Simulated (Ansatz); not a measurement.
An element in the sc structure gives these cold pressures by all-electron LAPW under PBE (Ansatz 0.2.0, scalar-relativistic, no spin polarisation).

| V (Å³/atom) | P (GPa) |
| --- | --- |
| 20.18 | -0.02 |
| 18.56 | 5.60 |
| 16.95 | 14.31 |
| 15.33 | 27.7 |
| 13.72 | 48.5 |
| 12.11 | 81.7 |
| 10.49 | 137.0 |
| 9.08 | 218.0 |

Which element is it?

Al. Its zero-pressure volume in this structure is near 20.2 Å³/atom; the volume and the steepness of P(V) together point to it, though neighbours can come close. Other candidates weren't computed, and some may come near.
